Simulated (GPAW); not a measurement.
# ZrB2 (P6/mmm) in GPAW: further runs

The runs below take ZrB2 through single point, band structure, with PBEsol.

Everything below comes from runs of GPAW 26.7.0. Logs are shortened: lines on timing, memory, paths and dates and some standing lists are left out, and cuts for length are marked. The log counts tension as positive stress, the text compression.

## 1. The structure

The structure is hexagonal, space group P6/mmm (No. 191). Conventional cell: a = 3.170 Å, b = 3.170 Å, c = 3.533 Å, α = 90.00°, β = 90.00°, γ = 120.00°. Zr (site symmetry 6/mmm) has 12 B at 2.54 Å as nearest neighbours. B (site symmetry -6m2) is surrounded by 3 B at 1.83 Å.

## 2. Single point, PBEsol, 10.25 Å³/atom

Input file run.py:

```python
from ase import Atoms
from ase.dft.bandgap import bandgap
from ase.io import write
from ase.units import GPa
from gpaw import GPAW, PW, setup_paths

setup_paths.insert(0, '.')

atoms = Atoms(['Zr', 'B', 'B'],
              cell=[[3.0432, 0.0, 0.0],
                    [-1.5216, 2.6354885088, 0.0],
                    [0.0, 0.0, 3.8335503472]],
              scaled_positions=[[0.0, 0.0, 0.0],
                                [0.6666666667, 0.3333333333, 0.5],
                                [0.3333333333, 0.6666666667, 0.5]],
              pbc=True)

calc = GPAW(mode=PW(800),
            xc='PBEsol',
            kpts={'size': (8, 8, 7), 'gamma': True},
            occupations={'name': 'fermi-dirac', 'width': 0.05},
            nbands=20,
            convergence={'density': 1e-05, 'energy': 1e-05},
            maxiter=150,
            txt='gpaw.txt')
atoms.calc = calc
energy = atoms.get_potential_energy()
forces = atoms.get_forces()
stress = atoms.get_stress()
calc.write('gs.gpw')
write('result.traj', atoms)
print(f'Energy: {energy:.6f} eV')
print('Forces (eV/A):')
print(forces.round(4))
print('Stress (GPa):', (stress / GPa).round(3))
print('Fermi level:', round(calc.get_fermi_level(), 4), 'eV')
print(f'Gap: {bandgap(calc)[0]:.4f} eV, direct: {bandgap(calc, direct=True)[0]:.4f} eV')
```

Potentials or basis: PAW data sets generated in the run's folder for this functional, pw.

Command:

```
> gpaw-setup -f PBEsol B Zr
> OMP_NUM_THREADS=1 python run.py
```

gpaw.txt:

```text
__  _  _
 | _ |_)|_||  |
 |__||  | ||/\| - 26.7.0

Input parameters:
  mode=PW(ecut=800.0),
  convergence={'density': 1e-05, 'energy': 1e-05},
  kpts=MonkhorstPack(size=(8, 8, 7), gamma=True),
  maxiter=150,
  nbands=20,
  occupations=Occupations(name='fermi-dirac', width=0.05),
  xc=XC(name='PBEsol')

Diagonalizing LCAO Hamiltonian
Converting LCAO to pw mode

         B  B

       Zr

Atoms  # Å, Bohr magnetons
|   | symbol |         x |        y |        z |    initial magnetic moments |
|---|--------|-----------|----------|----------|-----------------------------|
| 0 |     Zr |  0.000000 | 0.000000 | 0.000000 | ( 0.0000,  0.0000,  0.0000) |
| 1 |      B |  1.521600 | 0.878496 | 1.916775 | ( 0.0000,  0.0000,  0.0000) |
| 2 |      B | -0.000000 | 1.756992 | 1.916775 | ( 0.0000,  0.0000,  0.0000) |

Unit cell  # Å
| periodic |         x |        y |        z |  lengths |     angles |
|----------|-----------|----------|----------|----------|------------|
|      yes |  3.043200 | 0.000000 | 0.000000 | 3.043200 |  90.000000 |
|      yes | -1.521600 | 2.635489 | 0.000000 | 3.043200 |  90.000000 |
|      yes |  0.000000 | 0.000000 | 3.833550 | 3.833550 | 120.000000 |

Number of symmetries: 24
Symmetry operations  # r_c * U_cc + t_c -> r_c
|    | kind |            matrix            |
|----|------|------------------------------|
|  0 |  σ   |  1, 1, 0,  0,-1, 0,  0, 0, 1 |
|  1 |  C2  |  1, 1, 0,  0,-1, 0,  0, 0,-1 |
|  2 |  C6  |  1, 1, 0, -1, 0, 0,  0, 0, 1 |
|  3 |  S6  |  1, 1, 0, -1, 0, 0,  0, 0,-1 |
|  4 |  E   |  1, 0, 0,  0, 1, 0,  0, 0, 1 |
|  5 |  σ   |  1, 0, 0,  0, 1, 0,  0, 0,-1 |
|  6 |  σ   |  1, 0, 0, -1,-1, 0,  0, 0, 1 |
|  7 |  C2  |  1, 0, 0, -1,-1, 0,  0, 0,-1 |
|  8 |  σ   |  0, 1, 0,  1, 0, 0,  0, 0, 1 |
|  9 |  C2  |  0, 1, 0,  1, 0, 0,  0, 0,-1 |
| 10 |  C3  |  0, 1, 0, -1,-1, 0,  0, 0, 1 |
| 11 |  S3  |  0, 1, 0, -1,-1, 0,  0, 0,-1 |
| 12 |  C6  |  0,-1, 0,  1, 1, 0,  0, 0, 1 |
| 13 |  S6  |  0,-1, 0,  1, 1, 0,  0, 0,-1 |
| 14 |  σ   |  0,-1, 0, -1, 0, 0,  0, 0, 1 |
| 15 |  C2  |  0,-1, 0, -1, 0, 0,  0, 0,-1 |
| 16 |  σ   | -1, 0, 0,  1, 1, 0,  0, 0, 1 |
| 17 |  C2  | -1, 0, 0,  1, 1, 0,  0, 0,-1 |
| 18 |  C2  | -1, 0, 0,  0,-1, 0,  0, 0, 1 |
| 19 |  i   | -1, 0, 0,  0,-1, 0,  0, 0,-1 |
| 20 |  C3  | -1,-1, 0,  1, 0, 0,  0, 0, 1 |
| 21 |  S3  | -1,-1, 0,  1, 0, 0,  0, 0,-1 |
| 22 |  σ   | -1,-1, 0,  0, 1, 0,  0, 0, 1 |
| 23 |  C2  | -1,-1, 0,  0, 1, 0,  0, 0,-1 |

BZ-sampling:
  Number of BZ points: 448
  Number of IBZ points: 40

  Monkhorst-Pack size: [8, 8, 7]
  Monkhorst-Pack shift: [0.0625, 0.0625, 0.0]

K-points  # in reciprocal-cell coordinates
|     |                                coordinates |     weight |
|-----|--------------------------------------------|------------|
|   0 | (  0.00000000,   0.00000000,   0.00000000) | 0.00223214 |
|   1 | (  0.00000000,   0.00000000,   0.14285714) | 0.00446429 |
|   2 | (  0.00000000,   0.00000000,   0.28571429) | 0.00446429 |
|   3 | (  0.00000000,   0.00000000,   0.42857143) | 0.00446429 |
|   4 | (  0.12500000,   0.00000000,   0.00000000) | 0.01339286 |
|   5 | (  0.12500000,   0.00000000,   0.14285714) | 0.02678571 |
|   6 | (  0.12500000,   0.00000000,   0.28571429) | 0.02678571 |
|   7 | (  0.12500000,   0.00000000,   0.42857143) | 0.02678571 |
|   8 | (  0.25000000,  -0.12500000,   0.00000000) | 0.01339286 |
|   9 | (  0.25000000,  -0.12500000,   0.14285714) | 0.02678571 |
| ... |                                            |            |
|  39 | (  0.50000000,   0.50000000,   0.42857143) | 0.01339286 |

Plane wave coefficients: 1601
Cutoff: 800.0 eV

Spin-components: 1 (collinear spins)
Bands:           20
Projectors:      16
Spin-degeneracy: 2
Datatype:        complex128

Parallelization:
  kpt:    1
  domain: 1
  band:   1

Density:
  Valence electrons: 18.0
  Components: 1
  Grid points: [20 20 27]
  Charge: 0.0  # |e|

Potential:
  Grid points: [20 20 27]

species:
  Zr:
    name:    Zirconium
    Z:       40.0
    valence: 12
    core:    28
    charge:  0.0  # [|e|]
    compensation charges:
      type: gauss
      rc: 0.40  # [Å]
      lmax: 2
    cutoffs:
      filter: 2.39  # [Å]
      core: 1.59  # [Å]
    projectors
    | kind |    occ | energy [eV] | rcut [Å] |
    |------|--------|-------------|----------|
    |   4s |  2.000 |     -54.429 |    1.323 |
    |   5s |  2.000 |      -4.463 |    1.323 |
    |   4p |  6.000 |     -32.434 |    1.334 |
    |   5p |  0.000 |      -1.454 |    1.334 |
    |   4d |  2.000 |      -3.613 |    1.244 |
    |    d |        |      23.598 |    1.244 |

    Using partial waves for Zr as LCAO basis

  B:
    name:    Boron
    Z:       5.0
    valence: 3
    core:    2
    charge:  0.0  # [|e|]
    compensation charges:
      type: gauss
      rc: 0.20  # [Å]
      lmax: 2
    cutoffs:
      filter: 1.14  # [Å]
      core: 1.42  # [Å]
    projectors
    | kind |    occ | energy [eV] | rcut [Å] |
    |------|--------|-------------|----------|
    |   2s |  2.000 |      -9.361 |    0.635 |
    |   2p |  1.000 |      -3.555 |    0.635 |
    |    s |        |      17.850 |    0.635 |
    |    p |        |      23.657 |    0.635 |
    |    d |        |       0.000 |    0.635 |

    Using partial waves for B as LCAO basis

Reference energy: -99169.565572  # eV

eigensolver:
  PPCG
  Converge bands: occupied
  niter=2

density mixing:
  MSR1-Mixer
  Pratt-step length: 0.05
  Maximum mixing coefficient: 0.75
  Old densities: 10
  SVD Regularization: 0.005
  Good broyden scale: 1.0
  Trust region scale: 1.0
  Backstep threshold: 4.0
  History deletion threshold: 6.0
  Fourier metric: weight=20.0, sigma=0.015

occupation numbers:
  Fermi-Dirac:
    width: 0.0500  # eV

poisson solver:
  ecut: 6400.0  # eV

xc functional:
  name: PBEsol with 2 nearest neighbor stencil

convergence criteria:
- Maximum integral of absolute [dens]ity change: 1e-05 electrons / valence electron
- Maximum [total energy] change in last 3 cyles: 1e-05 eV / valence electron
- Maximum integral of absolute [eigenst]ate change: 4e-08 eV^2 / valence electron
maximum number of iterations: 150

SCF iterations
|iter     | |      energy | eigst |  dens |
|---------|-|-------------|-------|-------|
|iter:   1| |  -26.544608 | +0.25 |       |
|iter:   2| |  -26.141832 | -1.72 | -0.95 |
|iter:   3| |  -25.092307 | -1.20 | -1.02 |
|iter:   4| |  -25.081946 | -2.74 | -1.68 |
|iter:   5| |  -25.084656 | -3.56 | -2.03 |
|iter:   6| |  -25.084765 | -4.39 | -2.71 |
|iter:   7| |  -25.084761c| -5.99 | -3.36 |
|iter:   8| |  -25.084760c| -7.57c| -4.15 |
|iter:   9| |  -25.084761c| -7.79c| -4.86 |
|iter:  10| |  -25.084761c| -8.56c| -5.40c|

Converged in 10 steps
Energy contributions relative to reference atoms: (reference = -99169.565572)

Energy contributions:
  Kinetic:          17.794108
  Coulomb:         -16.410437
  Zero:              0.380266
  External:          0.000000
  Xc:              -26.846403
  Entropy:          -0.004591
  Spinorbit:         0.000000
  ----------------------------
  Free energy:     -25.087056
  Extrapolated:    -25.084761

dipole moment: (-5.554386, -9.620480, -13.993836)  # |e|*Ang

Fermi level: 11.658
Eigenvalues  # (at kpt = [0.000, 0.000, 0.000])
| band index |      eig [eV] | occ [0-2] |
|------------|---------------|-----------|
|          0 |       -36.905 |     2.000 |
|          1 |       -15.171 |     2.000 |
|          2 |       -14.365 |     2.000 |
|          3 |       -14.365 |     2.000 |
|          4 |        -0.990 |     2.000 |
|          5 |         8.619 |     2.000 |
[... 9 lines left out ...]
|         15 |        18.547 |     0.000 |
|         16 |        20.312 |     0.000 |
|        ... |               |           |
|         19 |        29.718 |     0.000 |

No gap
No difference between direct/indirect transitions

Forces  # eV/Ang
|        x |        y |       z |
|----------|----------|---------|
|  0.00000 |  0.00000 | 0.00000 |  # Zr   0
| -0.00000 |  0.00000 | 0.00000 |  # B    1
|  0.00000 | -0.00000 | 0.00000 |  # B    2

Stress tensor  # eV/Ang^3
|         x |         y |        z |
|-----------|-----------|----------|
| -0.076120 | -0.000000 | 0.000000 |
| -0.000000 | -0.076120 | 0.000000 |
|  0.000000 |  0.000000 | 0.180536 |

# Writing to gs.gpw (mode='')
```

It took 19 s on 1 thread of Intel Xeon Platinum 8488C (Sapphire Rapids), shared host; peak memory 0.17 GiB.

Results:

```
Free energy            : -25.0871 eV
Pressure               : -1.5 GPa
Band gap on the k mesh : none (metal or under the smearing width)
```

Caveat: the density grid can change from cell to cell, which puts small steps into energies and stress.

## 3. Single point, PBEsol, 10.25 Å³/atom

run.py: that of step 2 with these lines changed.

```diff
@@ -9,5 +9,5 @@
 atoms = Atoms(['Zr', 'B', 'B'],
-              cell=[[3.0432, 0.0, 0.0],
-                    [-1.5216, 2.6354885088, 0.0],
-                    [0.0, 0.0, 3.8335503472]],
+              cell=[[3.1066, 0.0, 0.0],
+                    [-1.5533, 2.6903945194, 0.0],
+                    [0.0, 0.0, 3.6786755519]],
               scaled_positions=[[0.0, 0.0, 0.0],
```

Potentials or basis: PAW data sets generated in the run's folder for this functional, pw.

Command:

```
> gpaw-setup -f PBEsol B Zr
> OMP_NUM_THREADS=1 python run.py
```

Run time: 21 s. Hardware: 1 thread of Intel Xeon Platinum 8488C (Sapphire Rapids), shared host; peak memory 0.17 GiB.

Results (log left out):

```yaml
Free_energy: -25.3345 eV
Pressure: -3.6 GPa
Band_gap_on_the_k_mesh: none (metal or under the smearing width)
```

Caveat: the density grid can change from cell to cell, which puts small steps into energies and stress.

## 4. Band structure, PBEsol

run.py: that of step 3 with these lines changed.

```diff
@@ -9,5 +9,5 @@
 atoms = Atoms(['Zr', 'B', 'B'],
-              cell=[[3.1066, 0.0, 0.0],
-                    [-1.5533, 2.6903945194, 0.0],
-                    [0.0, 0.0, 3.6786755519]],
+              cell=[[3.17, 0.0, 0.0],
+                    [-1.585, 2.74530053, 0.0],
+                    [0.0, 0.0, 3.533]],
               scaled_positions=[[0.0, 0.0, 0.0],
@@ -19,3 +19,3 @@
             xc='PBEsol',
-            kpts={'size': (8, 8, 7), 'gamma': True},
+            kpts={'size': (10, 10, 8), 'gamma': True},
             occupations={'name': 'fermi-dirac', 'width': 0.05},
@@ -37 +37,8 @@
 print(f'Gap: {bandgap(calc)[0]:.4f} eV, direct: {bandgap(calc, direct=True)[0]:.4f} eV')
+
+path = atoms.cell.bandpath('GMKGALHA,LM,KH', npoints=60, eps=1e-4)
+bs_calc = calc.fixed_density(kpts=path, symmetry='off', nbands=31,
+                             convergence={'bands': 'CBM+6.0', 'eigenstates': 1e-6}, txt='bands.txt')
+bs = bs_calc.band_structure()
+bs.write('bs.json')
+print(f'Gap on the path: {bandgap(bs_calc)[0]:.4f} eV')
```

Potentials or basis: PAW data sets generated in the run's folder for this functional, pw.

Command:

```
> gpaw-setup -f PBEsol B Zr
> OMP_NUM_THREADS=1 python run.py
```

gpaw.txt:

```text
__  _  _
 | _ |_)|_||  |
 |__||  | ||/\| - 26.7.0

Input parameters:
  mode=PW(ecut=800.0),
  convergence={'density': 1e-05, 'energy': 1e-05},
  kpts=MonkhorstPack(size=(10, 10, 8), gamma=True),
  maxiter=150,
  nbands=20,
  occupations=Occupations(name='fermi-dirac', width=0.05),
  xc=XC(name='PBEsol')

Diagonalizing LCAO Hamiltonian
Converting LCAO to pw mode

         B  B

       Zr

Atoms  # Å, Bohr magnetons
|   | symbol |         x |        y |        z |    initial magnetic moments |
|---|--------|-----------|----------|----------|-----------------------------|
| 0 |     Zr |  0.000000 | 0.000000 | 0.000000 | ( 0.0000,  0.0000,  0.0000) |
| 1 |      B |  1.585000 | 0.915100 | 1.766500 | ( 0.0000,  0.0000,  0.0000) |
| 2 |      B | -0.000000 | 1.830200 | 1.766500 | ( 0.0000,  0.0000,  0.0000) |

Unit cell  # Å
| periodic |         x |        y |        z |  lengths |     angles |
|----------|-----------|----------|----------|----------|------------|
[... 175 lines left out ...]
|iter:   9| |  -25.417622c| -8.11c| -5.14c|

Converged in 9 steps
Energy contributions relative to reference atoms: (reference = -99169.565572)

Energy contributions:
  Kinetic:          16.189032
  Coulomb:         -15.531193
  Zero:              0.386122
  External:          0.000000
  Xc:              -26.460180
  Entropy:          -0.002806
  Spinorbit:         0.000000
  ----------------------------
  Free energy:     -25.419025
  Extrapolated:    -25.417622

dipole moment: (-5.783394, -10.017132, -12.891312)  # |e|*Ang

Fermi level: 11.759
Eigenvalues  # (at kpt = [0.000, 0.000, 0.000])
| band index |      eig [eV] | occ [0-2] |
|------------|---------------|-----------|
|          0 |       -36.659 |     2.000 |
|          1 |       -14.887 |     2.000 |
|          2 |       -14.329 |     2.000 |
|          3 |       -14.329 |     2.000 |
|          4 |        -0.839 |     2.000 |
|          5 |         9.244 |     2.000 |
[... 9 lines left out ...]
|         15 |        17.011 |     0.000 |
|         16 |        19.696 |     0.000 |
|        ... |               |           |
|         19 |        31.348 |     0.000 |

No gap
No difference between direct/indirect transitions

Forces  # eV/Ang
|        x |        y |       z |
|----------|----------|---------|
|  0.00000 | -0.00000 | 0.00000 |  # Zr   0
| -0.00000 |  0.00000 | 0.00000 |  # B    1
|  0.00000 |  0.00000 | 0.00000 |  # B    2

Stress tensor  # eV/Ang^3
|        x |        y |        z |
|----------|----------|----------|
| 0.029648 | 0.000000 | 0.000000 |
| 0.000000 | 0.029648 | 0.000000 |
| 0.000000 | 0.000000 | 0.031273 |

# Writing to gs.gpw (mode='')
```

bands.txt:

```text
Diagonalizing LCAO Hamiltonian
Converting LCAO to pw mode
convergence criteria:
- Maximum integral of absolute [eigenst]ate change: 1e-06 eV^2 / valence electron
maximum number of iterations: 150

SCF iterations
|iter     | |      energy | eigst |  dens |
|---------|-|-------------|-------|-------|
|iter:   1| |             | +0.33 |       |
[... 65 lines left out ...]
         [0.5       , 0.        , 0.        ],
         [0.33333333, 0.33333333, 0.        ],
         [0.33333333, 0.33333333, 0.08333333],
         [0.33333333, 0.33333333, 0.16666667],
         [0.33333333, 0.33333333, 0.25      ],
         [0.33333333, 0.33333333, 0.33333333],
         [0.33333333, 0.33333333, 0.41666667],
         [0.33333333, 0.33333333, 0.5       ]])),
  maxiter=150,
  nbands=31,
  occupations=Occupations(name='fermi-dirac', width=0.05),
  symmetry=Symmetry(point_group=False, time_reversal=False),
  xc=XC(name='PBEsol')
```

Run time: 38 s. Hardware: 1 thread of Intel Xeon 6975P-C (Granite Rapids), shared host; peak memory 0.29 GiB.

Results:

```yaml
Free_energy: -25.4190 eV
Pressure: -4.8 GPa
Band_gap_along_the_path: none (metal or under the smearing width)
```

Stress tensor (GPa, compression positive):
```
-4.75  0.00  0.00
 0.00 -4.75  0.00
 0.00  0.00 -5.01
```

Levels at the corners of the path, in eV from the Fermi level:
| point | band 5 | band 6 | band 7 | band 8 | band 9 | band 10 | band 11 | band 12 | band 13 | band 14 |
| --- | --- | --- | --- | --- | --- | --- | --- | --- | --- | --- |
| Γ | -12.60 | -2.51 | -2.51 | -2.51 | -2.22 | 3.49 | 3.49 | 4.29 | 4.29 | 5.01 |
| M | -8.84 | -8.36 | -3.79 | -2.93 | -2.60 | 2.36 | 2.39 | 5.03 | 5.11 | 6.60 |
| K | -7.63 | -7.63 | -6.82 | -2.35 | -2.35 | 1.65 | 1.65 | 3.24 | 8.65 | 8.65 |
| Γ | -12.60 | -2.51 | -2.51 | -2.51 | -2.22 | 3.49 | 3.49 | 4.29 | 4.29 | 5.01 |
| A | -10.54 | -6.87 | -0.83 | -0.83 | 0.42 | 0.42 | 0.86 | 0.86 | 1.92 | 5.17 |
| L | -9.77 | -6.86 | -4.49 | -4.03 | -1.89 | 3.83 | 4.19 | 5.41 | 6.36 | 6.60 |
| H | -8.60 | -8.60 | -4.81 | -2.57 | -2.57 | 4.18 | 6.15 | 6.15 | 6.69 | 6.69 |
| A | -10.54 | -6.87 | -0.83 | -0.83 | 0.42 | 0.42 | 0.86 | 0.86 | 1.92 | 5.17 |
| L | -9.77 | -6.86 | -4.49 | -4.03 | -1.89 | 3.83 | 4.19 | 5.41 | 6.36 | 6.60 |
| M | -8.84 | -8.36 | -3.79 | -2.93 | -2.60 | 2.36 | 2.39 | 5.03 | 5.11 | 6.60 |
| K | -7.63 | -7.63 | -6.82 | -2.35 | -2.35 | 1.65 | 1.65 | 3.24 | 8.65 | 8.65 |
| H | -8.60 | -8.60 | -4.81 | -2.57 | -2.57 | 4.18 | 6.15 | 6.15 | 6.69 | 6.69 |

(Part 1 of 2 ends here.)
